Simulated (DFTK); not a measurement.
# Ge (Fd-3m) in DFTK: notebook

The runs below take Ge through band structure, with BJ06, LDA.

Everything below comes from runs of DFTK 0.8.2. Logs are shortened: lines on timing, memory, paths and dates and some standing lists are left out, and cuts for length are marked.

**Measured values to compare with.**

“Electronic and optical properties of SixGe1-x-ySny alloys lattice-matched to Ge”, 2021, arxiv:2109.02782 reports, for a bulk crystal of Ge at 293 K: band gap 0.666 eV (indirect).

The runs below are set against these values where they give the same quantity.

### 1 The structure

The structure is cubic, space group Fd-3m (No. 227). Conventional cell: a = 5.658 Å, b = 5.658 Å, c = 5.658 Å, α = 90.00°, β = 90.00°, γ = 90.00°. Ge (site symmetry -43m) is surrounded by 4 Ge at 2.45 Å.

### 2 Band structure, BJ06

File run.jl:

```julia
using DFTK
using PseudoPotentialData
using Unitful, UnitfulAtomic
using LinearAlgebra, Printf
include("save.jl")
disable_threading()

lines = readlines("Ge.cif")
tag(name) = parse(Float64, split(only(filter(startswith(name), lines)))[2])
a, b, c = tag.(["_cell_length_a", "_cell_length_b", "_cell_length_c"])
α, β, γ = deg2rad.(tag.(["_cell_angle_alpha", "_cell_angle_beta", "_cell_angle_gamma"]))
cx, cy  = cos(β), (cos(α) - cos(β) * cos(γ)) / sin(γ)
lattice = austrip(1u"Å") * [a b*cos(γ) c*cx; 0 b*sin(γ) c*cy; 0 0 c*sqrt(1 - cx^2 - cy^2)]
sites     = split.(lines[findlast(startswith("_atom_site_"), lines)+1:end])
symbols   = [Symbol(s[2]) for s in sites]
positions = [parse.(Float64, s[5:7]) for s in sites]
pseudopotentials = PseudoFamily("cp2k.nc.sr.pbe.v0_1.semicore.gth")
elements = Dict(s => ElementPsp(s, pseudopotentials) for s in unique(symbols))
atoms    = [elements[s] for s in symbols]

build_model(lattice, positions; symmetries=true) =
    model_DFT(lattice, atoms, positions;
              functionals=[:mgga_x_tb09, :lda_c_pw],
              temperature=austrip(0.05u"eV"),
              smearing=Smearing.FermiDirac(),
              symmetries)
Ecut  = 39.0  # hartree
kgrid = [8, 8, 8]
tol   = 1e-6
to_GPa = ustrip(uconvert(u"GPa", 1u"hartree/bohr^3"))

model = build_model(lattice, positions)
basis = PlaneWaveBasis(model; Ecut, kgrid)
display(basis)
scfres = self_consistent_field(basis;
                               tol,
                               nbandsalg=AdaptiveBands(model; n_bands_converge=9))
display(scfres.energies)
@printf "Fermi level: %.6f eV\n" ustrip(auconvert(u"eV", something(scfres.εF, NaN)))
println("Levels at the first k-point (eV): ", round.(ustrip.(auconvert.(u"eV", scfres.eigenvalues[1][1:scfres.n_bands_converge])); digits=4))
save_scf!(scfres)

points = Dict("G" => [0.0, 0.0, 0.0], "K" => [0.375, 0.375, 0.75], "L" => [0.5, 0.5, 0.5], "U" => [0.625, 0.25, 0.625], "W" => [0.5, 0.25, 0.75], "X" => [0.5, 0.0, 0.5])
segments = [("G", "X", 7), ("X", "W", 4), ("W", "K", 3), ("K", "G", 7), ("G", "L", 6), ("L", "U", 4), ("U", "W", 3), ("W", "L", 5), ("L", "K", 4), ("U", "X", 3)]
kcoords = vcat([[points[a] + t * (points[b] - points[a]) for t in range(0, 1, n)] for (a, b, n) in segments]...)
bands = compute_bands(scfres, ExplicitKpoints(kcoords); n_bands=11, tol=1e-5)
for (k, ε) in zip(bands.basis.kpoints, bands.eigenvalues)
    @printf "%d %8.4f %8.4f %8.4f " k.spin k.coordinate...
    println(join([@sprintf("%9.4f", e) for e in ustrip.(auconvert.(u"eV", ε .- scfres.εF))]))
end
results["band_energies"] = rows(bands.eigenvalues); results["band_kpoints"] = rows(kcoords)
```

File Ge.cif:

```cif
data_Ge
_cell_length_a 4.00068289
_cell_length_b 4.00068289
_cell_length_c 4.00068289
_cell_angle_alpha 60.00000000
_cell_angle_beta 60.00000000
_cell_angle_gamma 60.00000000
_space_group_name_H-M_alt 'P1'
_space_group_name_Hall 'P 1'
_space_group_IT_number 1
loop_
_space_group_symop_operation_xyz
'x,y,z'
loop_
_atom_site_label
_atom_site_type_symbol
_atom_site_symmetry_multiplicity
_atom_site_Wyckoff_symbol
_atom_site_fract_x
_atom_site_fract_y
_atom_site_fract_z
_atom_site_occupancy
Ge1 Ge 1 a 0.7500000000 0.7500000000 0.7500000000 1
Ge2 Ge 1 a 0.5000000000 0.5000000000 0.5000000000 1
```

Potentials or basis: cp2k.nc.sr.pbe.v0_1.semicore.gth (PBE, GTH).

On the command line:

```sh
> julia --threads=1 run.jl  # save.jl only writes the numbers to a file and isn't shown; printed stress counts tension as positive; times include loading and compiling
```

The log of the run:

```text
PlaneWaveBasis discretization:

    Ecut                 : 39.0 Ha
    fft_size             : (48, 48, 48), 110592 total points
    kgrid                : MonkhorstPack([8, 8, 8])
    num.   red. kpoints  : 512
    num. irred. kpoints  : 29

    Discretized Model(mgga_x_tb09+lda_c_pw, 3D):
        lattice (in Bohr)    : [7.56019   , 3.7801    , 3.7801    ]
                               [0         , 6.54732   , 2.18244   ]
                               [0         , 0         , 6.17287   ]
        unit cell volume     : 305.55 Bohr³

        atoms                : Ge₂
        pseudopot. family    : PseudoFamily("cp2k.nc.sr.pbe.v0_1.semicore.gth")

        num. electrons       : 8
        spin polarization    : none
        temperature          : 0.0018375 Ha
        smearing             : DFTK.Smearing.FermiDirac()

        terms                : Kinetic()
                               AtomicLocal()
                               AtomicNonlocal()
                               Ewald(nothing)
                               PspCorrection()
                               Hartree()
                               Xc(mgga_x_tb09, lda_c_pw)
                               Entropy()
n     Energy            log10(ΔE)   log10(Δρ)   log10(Δτ)   Diag   Δtime
---   ---------------   ---------   ---------   ---------   ----   ------
  1   -5.865744037644                   -0.70       -0.67    4.1    21.8s
  2   -5.883828554346       -1.74       -1.17       -2.06    1.2    11.5s
┌ Warning: Exchange-correlation term: the kinetic energy density τ is smaller than the von Weizsäcker kinetic energy density τ_W somewhere. This can lead to unphysical results. This can be caused by pseudopotentials without a non-linear core correction for τ, a too small Ecut value or an unphysical initial guess for τ. This message is only logged once.
└ @ DFTK xc.jl:436
  3   -5.876704321903   +   -2.15       -1.85       -2.67    2.7    18.4s
  4   -5.877865676202       -2.94       -2.56       -3.20    1.4    12.9s
  5   -5.877733154380   +   -3.88       -3.27       -3.45    2.7    15.3s
  6   -5.877639789371   +   -4.03       -3.95       -4.42    2.2    16.2s
  7   -5.877642878738       -5.51       -4.32       -5.00    2.5    16.0s
  8   -5.877624380586   +   -4.73       -4.74       -5.12    2.2    18.5s
  9   -5.877628242267       -5.41       -5.30       -5.78    2.2    13.5s
 10   -5.877627303652   +   -6.03       -5.67       -6.42    2.3    10.0s
 11   -5.877627608694       -6.52       -6.22       -6.81    1.8    12.3s
Energy breakdown (in Ha):
    Kinetic             3.0288518
    AtomicLocal         -2.2114263
    AtomicNonlocal      0.7816181
    Ewald               -8.0612554
    PspCorrection       0.3837632
    Hartree             0.5675444
    Xc                  -0.3667228
    Entropy             -0.0000006

    total               -5.877627608694
Fermi level: 4.408840 eV
Levels at the first k-point (eV): [-8.4485, 4.0934, 4.0934, 4.0934, 4.9862, 6.8881, 6.8881, 6.8881, 10.774]
1   0.0000   0.0000   0.0000  -12.8574  -0.3154  -0.3154  -0.3154   0.5773   2.4792   2.4792   2.4792   6.3652   9.0296   9.0296
1   0.0833   0.0000   0.0833  -12.7440  -1.5744  -0.7596  -0.7596   1.7897   2.1397   3.0731   3.0731   6.9618   7.7903   9.1491
1   0.1667   0.0000   0.1667  -12.4051  -3.1626  -1.5608  -1.5608   1.4939   2.9389   4.3149   4.3149   6.5830   8.3646   9.5077
1   0.2500   0.0000   0.2500  -11.8453  -4.7238  -2.3003  -2.3003   0.9220   2.7776   5.7670   5.7670   7.0078  10.1061  10.1301
1   0.3333   0.0000   0.3333  -11.0730  -6.2288  -2.8635  -2.8635   0.5595   1.8987   7.2940   7.2940   8.4991  10.9451  11.8739
1   0.4167   0.0000   0.4167  -10.1017  -7.6493  -3.2117  -3.2117   0.4580   1.1309   8.7977   8.7977  10.1682  12.0258  12.6154
[... 38 lines left out ...]
1   0.5625   0.1250   0.5625   -9.0475  -8.8031  -3.9030  -3.2173   0.7550   1.7293   8.7623   8.8814   9.8536  10.9223  12.6297
1   0.5000   0.0000   0.5000   -8.9513  -8.9513  -3.3292  -3.3292   0.6442   0.6442   9.7149   9.7149  11.7101  11.7101  12.2617
```

Wall time 4.2 min (1 thread of Intel Xeon at 2.50GHz (Skylake/Cascade Lake), shared host); peak memory 1.7 GiB.

What came out:

- Band gap on the k mesh: 0.66 eV, indirect (least direct gap 0.89 eV)
- Band gap along the path: 0.66 eV, indirect (least direct gap 0.89 eV)

Levels at the corners of the path, in eV from the valence-band top:
```tsv
point	band 2	band 3	band 4	band 5	band 6	band 7
Γ	0.00	0.00	0.00	0.89	2.79	2.79
X	-8.64	-3.01	-3.01	0.96	0.96	10.03
W	-8.53	-3.84	-3.84	4.71	4.71	4.81
K	-8.04	-4.27	-2.58	1.39	4.33	7.67
Γ	0.00	0.00	0.00	0.89	2.79	2.79
L	-7.40	-1.36	-1.36	0.66	3.91	3.91
U	-8.04	-4.27	-2.58	1.39	4.33	7.67
W	-8.53	-3.84	-3.84	4.71	4.71	4.81
L	-7.40	-1.36	-1.36	0.66	3.91	3.91
K	-8.04	-4.27	-2.58	1.39	4.33	7.67
U	-8.04	-4.27	-2.58	1.39	4.33	7.67
X	-8.64	-3.01	-3.01	0.96	0.96	10.03
```

Caveat: the program leaves the constant c of mgga_x_tb09 at 1, so the potential is Becke-Johnson's (BJ06) and not Tran and Blaha's, with levels but no total energy; GTH potentials come without recommended cutoffs, and this one wasn't checked for convergence; the program warned that the kinetic-energy density falls under its von Weizsäcker bound, which can give unphysical results; the potentials were made for another functional, which shifts forces and pressure.

### 3 Band structure, LDA

File run.jl:

```julia
using DFTK
using PseudoPotentialData
using Unitful, UnitfulAtomic
using LinearAlgebra, Printf
using AtomsBase
include("save.jl")
disable_threading()

cell = [[0.0, 2.82891, 2.82891],
        [2.82891, 0.0, 2.82891],
        [2.82891, 2.82891, 0.0]]u"Å"
system = periodic_system([:Ge => [0.75, 0.75, 0.75],
                          :Ge => [0.5, 0.5, 0.5]],
                         cell; fractional=true)
lattice   = austrip.(hcat(cell_vectors(system)...))
symbols   = atomic_symbol(system, :) .|> Symbol
positions = [lattice \ austrip.(position(system, i)) for i in 1:length(system)]
pseudopotentials = PseudoFamily("cp2k.nc.sr.lda.v0_1.largecore.gth")
elements = Dict(s => ElementPsp(s, pseudopotentials) for s in unique(symbols))
atoms    = [elements[s] for s in symbols]

build_model(lattice, positions; symmetries=true) =
    model_DFT(lattice, atoms, positions;
              functionals=LDA(),
              temperature=austrip(0.05u"eV"),
              smearing=Smearing.FermiDirac(),
              symmetries)
Ecut  = 27.0  # hartree
kgrid = [8, 8, 8]
tol   = 1e-6
to_GPa = ustrip(uconvert(u"GPa", 1u"hartree/bohr^3"))

model = build_model(lattice, positions)
basis = PlaneWaveBasis(model; Ecut, kgrid)
display(basis)
scfres = self_consistent_field(basis;
                               tol,
                               nbandsalg=AdaptiveBands(model; n_bands_converge=9))
display(scfres.energies)
@printf "Fermi level: %.6f eV\n" ustrip(auconvert(u"eV", something(scfres.εF, NaN)))
forces = compute_forces_cart(scfres)
println("Forces (eV/Å)")
for (s, f) in zip(symbols, forces)
    @printf "%-3s %12.6f %12.6f %12.6f\n" s ustrip.(auconvert.(u"eV/Å", f))...
end
stress = compute_stresses_cart(scfres)
println("Stress (GPa)")
display(round.(stress * to_GPa; digits=4))
println("Levels at the first k-point (eV): ", round.(ustrip.(auconvert.(u"eV", scfres.eigenvalues[1][1:scfres.n_bands_converge])); digits=4))
save_scf!(scfres; forces, stress)

points = Dict("G" => [0.0, 0.0, 0.0], "K" => [0.375, 0.375, 0.75], "L" => [0.5, 0.5, 0.5], "U" => [0.625, 0.25, 0.625], "W" => [0.5, 0.25, 0.75], "X" => [0.5, 0.0, 0.5])
segments = [("G", "X", 7), ("X", "W", 4), ("W", "K", 3), ("K", "G", 7), ("G", "L", 6), ("L", "U", 4), ("U", "W", 3), ("W", "L", 5), ("L", "K", 4), ("U", "X", 3)]
kcoords = vcat([[points[a] + t * (points[b] - points[a]) for t in range(0, 1, n)] for (a, b, n) in segments]...)
bands = compute_bands(scfres, ExplicitKpoints(kcoords); n_bands=11, tol=1e-5)
for (k, ε) in zip(bands.basis.kpoints, bands.eigenvalues)
    @printf "%d %8.4f %8.4f %8.4f " k.spin k.coordinate...
    println(join([@sprintf("%9.4f", e) for e in ustrip.(auconvert.(u"eV", ε .- scfres.εF))]))
end
results["band_energies"] = rows(bands.eigenvalues); results["band_kpoints"] = rows(kcoords)
```

Potentials or basis: cp2k.nc.sr.lda.v0_1.largecore.gth (LDA, GTH).

On the command line:

```sh
> julia --threads=1 run.jl  # save.jl only writes the numbers to a file and isn't shown; printed stress counts tension as positive; times include loading and compiling
```

It took 42 s on 1 thread of Intel Xeon 6975P-C (Granite Rapids), shared host; peak memory 1.6 GiB.

The run converged. Its results:

```
Free energy            : -217.4784 eV
Pressure               : -2.8 GPa
Band gap on the k mesh : none (metal or under the smearing width)
```

Levels at the corners of the path, in eV from the Fermi level:
```tsv
point	band 1	band 2	band 3	band 4	band 5	band 6	band 7	band 8
Γ	-12.77	-0.08	-0.02	-0.02	-0.02	2.58	2.58	2.58
X	-8.92	-8.92	-3.05	-3.05	0.70	0.70	9.48	9.48
W	-8.83	-8.83	-3.89	-3.89	4.32	4.32	4.68	4.68
K	-9.40	-8.34	-4.32	-2.61	1.11	4.07	7.19	7.40
Γ	-12.77	-0.08	-0.02	-0.02	-0.02	2.58	2.58	2.58
L	-10.71	-7.62	-1.39	-1.39	0.11	3.76	3.76	7.10
U	-9.40	-8.34	-4.32	-2.61	1.11	4.07	7.19	7.40
W	-8.83	-8.83	-3.89	-3.89	4.32	4.32	4.68	4.68
L	-10.71	-7.62	-1.39	-1.39	0.11	3.76	3.76	7.10
K	-9.40	-8.34	-4.32	-2.61	1.11	4.07	7.19	7.40
U	-9.40	-8.34	-4.32	-2.61	1.11	4.07	7.19	7.40
X	-8.92	-8.92	-3.05	-3.05	0.70	0.70	9.48	9.48
```

Caveat: GTH potentials come without recommended cutoffs, and this one wasn't checked for convergence; this crystal is a semiconductor, whose small gap the functional closes, so the metal is an error of the method.

### 4 Comparison with measurements

Step 2. A measured gap of Ge is 0.666 eV (indirect; 293 K; “Electronic and optical properties of SixGe1-x-ySny alloys lattice-matched to Ge”, 2021, arxiv:2109.02782); the calculated 0.66 eV misses it by -0.01 eV. 2 values of this kind are on record (0.666 to 0.744 eV); this one was drawn at random. Spin-orbit coupling on Ge is left out. The value is that of BJ06, without temperature or zero-point motion.

Step 3. A measured gap of Ge is 0.666 eV (indirect; 293 K; “Electronic and optical properties of SixGe1-x-ySny alloys lattice-matched to Ge”, 2021, arxiv:2109.02782); the calculated 0.00 eV misses it by -0.67 eV. 3 values of this kind are on record (0.666 to 0.807 eV); this one was drawn at random among those near their median. Spin-orbit coupling on Ge is left out. The value is that of LDA on a finite k mesh, which can miss the band edges, without temperature or zero-point motion. Semilocal functionals fall short of measured gaps as a rule.
